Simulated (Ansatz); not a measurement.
# Electric field gradients in Ga2O3 at a changed volume

The cell is an entry of the Crystallography Open Database (COD), relaxed with PBE at fixed cell and then changed (volume scaled by 0.94, ions relaxed).

```cif
data_Ga2O3
_symmetry_space_group_name_H-M 'C2/m'
_symmetry_Int_Tables_number 12
_cell_length_a 11.9647
_cell_length_b 2.9751
_cell_length_c 5.6797
_cell_angle_alpha 90.000
_cell_angle_beta 103.830
_cell_angle_gamma 90.000
loop_
_atom_site_label
_atom_site_type_symbol
_atom_site_symmetry_multiplicity
_atom_site_Wyckoff_symbol
_atom_site_fract_x
_atom_site_fract_y
_atom_site_fract_z
Ga1 Ga 4 i 0.0930 0.0000 0.7973
Ga3 Ga 4 i 0.6602 0.0000 0.3121
O5 O 4 i 0.1761 0.0000 0.1089
O7 O 4 i 0.1702 0.0000 0.5553
O9 O 4 i 0.4971 0.0000 0.2489
```

One atom of each set is listed; the run and its k-mesh use a cell of 10 atoms with edges of 6.16, 6.16, 5.68 Å.

All values are calculated (Ansatz; DFT, PBE, plane waves and PAW, scalar-relativistic, 420 eV cutoff, Γ-centred 10×10×6 k-points, Fermi–Dirac smearing 0.02 eV), not measured.

Conventions: |V_zz| ≥ |V_yy| ≥ |V_xx|, η = (V_xx − V_yy)/V_zz, C_Q = eQV_zz/h.

⁷¹Ga: I = 3/2, Q = 107.0 mb; ¹⁷O: I = 5/2, Q = -25.58 mb. Quadrupole moments are those of Pyykkö's year-2017 table.

```tsv
site	atoms	first shell	V_zz (10²¹ V/m²)	η	C_Q (MHz)
Ga1	2	4 O at 1.81–1.83 Å	-4.00	0.53	-10.3
Ga3	2	6 O at 1.90–2.01 Å	2.43	0.33	6.28
O5	2	3 Ga at 1.81–1.92 Å; also 2 Ga at 3.07 Å	-7.22	0.44	4.47
O7	2	4 Ga at 1.83–2.01 Å; also 1 Ga at 3.30 Å	4.04	0.18	-2.50
O9	2	3 Ga at 1.82–1.90 Å	-10.68	0.10	6.60
```

At O5 and O9 V_zz stands upright on the plane through its three neighbours (within 4°) in each case. At O7 V_zz points along its shortest bond, to Ga (within 5°).

At this changed cell the PBE pressure is 22 GPa.
